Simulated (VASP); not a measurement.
# GaP (F-43m) in VASP: further runs, part 2 of 2

VASP 6.6.1. The steps go on from the part before.

### 3 Band structure, PBEsol, spin-orbit coupling, no magnetisation

The input, INCAR:

```
PREC = Accurate
ENCUT = 520
EDIFF = 1E-6
ISMEAR = -1
SIGMA = 0.05
LREAL = False
LASPH = True
NELM = 100
ALGO = Normal
ISIF = 2
LWAVE = False
LCHARG = False
LNONCOLLINEAR = True
MAGMOM = 0 0 0 0 0 0
LORBIT = 11
LSORBIT = True
GGA_COMPAT = False
GGA = PS
```

The input, KPOINTS:

```
Automatic mesh
0
Gamma
  6 6 6
```

The input, POSCAR:

```
GaP
1.0
    0.0000000000      2.7252500000      2.7252500000
    2.7252500000      0.0000000000      2.7252500000
    2.7252500000      2.7252500000      0.0000000000
Ga P
1 1
Direct
    0.0000000000      0.0000000000      0.0000000000
    0.7500000000      0.7500000000      0.7500000000
```

The input, KPOINTS_OPT:

```
path GXWKGLUWLK,UX
10
line-mode
reciprocal
 0.0000000000  0.0000000000  0.0000000000  G
 0.5000000000  0.0000000000  0.5000000000  X

 0.5000000000  0.0000000000  0.5000000000  X
 0.5000000000  0.2500000000  0.7500000000  W

 0.5000000000  0.2500000000  0.7500000000  W
 0.3750000000  0.3750000000  0.7500000000  K

 0.3750000000  0.3750000000  0.7500000000  K
 0.0000000000  0.0000000000  0.0000000000  G

 0.0000000000  0.0000000000  0.0000000000  G
 0.5000000000  0.5000000000  0.5000000000  L

 0.5000000000  0.5000000000  0.5000000000  L
 0.6250000000  0.2500000000  0.6250000000  U

 0.6250000000  0.2500000000  0.6250000000  U
 0.5000000000  0.2500000000  0.7500000000  W

 0.5000000000  0.2500000000  0.7500000000  W
 0.5000000000  0.5000000000  0.5000000000  L

 0.5000000000  0.5000000000  0.5000000000  L
 0.3750000000  0.3750000000  0.7500000000  K

 0.6250000000  0.2500000000  0.6250000000  U
 0.5000000000  0.0000000000  0.5000000000  X
```

Potentials or basis: VASP PAW PBE potentials, release 64 (Ga_d, P).

Command:

```sh
$ cat potpaw_PBE.64/Ga_d/POTCAR potpaw_PBE.64/P/POTCAR > POTCAR
$ mpirun -np 1 vasp_ncl > vasp.out
```

OUTCAR:

```text
PREC = Accurate
   ENCUT = 520
   EDIFF = 1E-6
   ISMEAR = -1
   LREAL = False
   LASPH = True
   NELM = 100
   ISIF = 2
   LNONCOLLINEAR = True
   LORBIT = 11
   LSORBIT = True
   GGA = PS

 ion  position               nearest neighbor table
   1  0.000  0.000  0.000-   2 2.36   2 2.36   2 2.36   2 2.36
   2  0.750  0.750  0.750-   1 2.36   1 2.36   1 2.36   1 2.36

  LATTYP: Found a face centered cubic cell.
 ALAT       =     5.4505000000

  Lattice vectors:

 A1 = (   0.0000000000,   2.7252500000,   2.7252500000)
 A2 = (   2.7252500000,   0.0000000000,   2.7252500000)
 A3 = (   2.7252500000,   2.7252500000,   0.0000000000)

[... 900 lines left out ...]
     0.0000000     0.0000000     0.0000000     0.0000000     0.0000000
 l=   3
     0.0000000     0.0000000     0.0000000     0.0000000     0.0000000     0.0000000     0.0000000
     0.0000000     0.0000000     0.0000000     0.0000000     0.0000000     0.0000000     0.0000000
     0.0000000     0.0000000     0.0000000     0.0000000     0.0000000     0.0000000     0.0000000
     0.0000000     0.0000000     0.0000000     0.0000000     0.0000000     0.0000000     0.0000000
     0.0000000     0.0000000     0.0000000     0.0000000     0.0000000     0.0000000     0.0000000
     0.0000000     0.0000000     0.0000000     0.0000000     0.0000000     0.0000000     0.0000000
     0.0000000     0.0000000     0.0000000     0.0000000     0.0000000     0.0000000     0.0000000

 total charge

# of ion       s       p       d       tot
------------------------------------------
    1        0.862   0.855  10.012  11.729
    2        1.016   1.511   0.000   2.527
--------------------------------------------------
tot          1.878   2.366  10.012  14.256

 magnetization (x)

# of ion       s       p       d       tot
------------------------------------------
    1        0.000   0.000   0.000   0.000
    2        0.000   0.000   0.000   0.000
--------------------------------------------------
tot          0.000   0.000   0.000   0.000

 magnetization (y)

# of ion       s       p       d       tot
------------------------------------------
    1        0.000   0.000   0.000   0.000
    2       -0.000   0.000   0.000  -0.000
--------------------------------------------------
tot         -0.000   0.000   0.000  -0.000

 magnetization (z)

# of ion       s       p       d       tot
------------------------------------------
    1       -0.000  -0.000   0.000  -0.000
    2       -0.000  -0.000   0.000  -0.000
--------------------------------------------------
tot         -0.000  -0.000   0.000  -0.000
```

OSZICAR:

```text
N       E                     dE             d eps       ncg     rms          rms(c)
DAV:   1     0.117741106480E+03    0.11774E+03   -0.86992E+03  1220   0.204E+03
DAV:   2     0.393842494894E+01   -0.11380E+03   -0.10938E+03  1240   0.434E+02
[... 50 lines left out ...]
DAV:   8    -0.232679161804E+04   -0.21433E-05     1086
DAV:   9    -0.232679161819E+04   -0.14876E-06      936
       N       E                     dE             ncg
DAV:   1     0.574864853814E+04   -0.78231E+04      632
DAV:   2     0.441492944782E+04   -0.13337E+04      680
DAV:   3     0.426465033084E+04   -0.15028E+03      752
DAV:   4     0.426024673538E+04   -0.44036E+01      786
DAV:   5     0.426013753720E+04   -0.10920E+00      864
DAV:   6     0.426013081588E+04   -0.67213E-02      950
DAV:   7     0.426013077465E+04   -0.41236E-04      888
DAV:   8     0.426013077372E+04   -0.93215E-06      716
```

Run time: 4.3 min. Hardware: 1 thread of Intel Xeon Platinum 8375C at 2.90GHz (Ice Lake), shared host; peak memory 0.29 GiB.

What came out:

```
Free energy                                           : -9.9120 eV
Pressure                                              : -0.8 GPa
Valence electrons inside the program's atomic spheres : Ga 11.73; P 2.53
```

Caveat: the PAW data sets were made with another functional, which shifts forces and pressure a little.

### 4 How close it comes

Step 2. Against the measured gap of GaP, 2.34 eV (indirect; 10 K; quoted in “Stacking defects in GaP nanowires: Electronic structure and optical properties”, 2018, arxiv:1810.01194), the calculated 1.47 eV is off by -0.87 eV. Spin-orbit coupling on Ga is left out. The value is that of PBEsol, without temperature or zero-point motion. Semilocal functionals fall short of measured gaps as a rule.
